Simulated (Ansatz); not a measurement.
Pb:

```
Pb
1.0
     3.52437    0.00000    0.00000
    -1.76218    3.05219    0.00000
     0.00000    0.00000   11.49524
Pb
4
Cartesian
  1.7622 1.0174 8.6214
  0.0000 0.0000 5.7476
  0.0000 2.0348 2.8738
  0.0000 0.0000 0.0000
```

This isn't the form of Pb at room conditions, which is fcc.

Base run:

```yaml
Program: Ansatz 0.2.0
Functional: LDA
Potentials_or_basis: all-electron LAPW, scalar-relativistic
Cutoff: 140 eV
Density_cutoff: 559 eV
Basis_error_allowed: 0.002 eV/atom
k_mesh: 9 × 9 × 3
Occupations: fermi-dirac, width 0.05 eV
Spin: no spin polarisation
```

Its results: pressure -3.0 GPa.

The run is repeated on the same cell with these changes: functional from LDA to PBEsol. What comes out?

Pressure -1.5 GPa.

PBEsol binds less tightly than LDA, so the same cell stands under more pressure.

Not every run made on this cell is shown here.
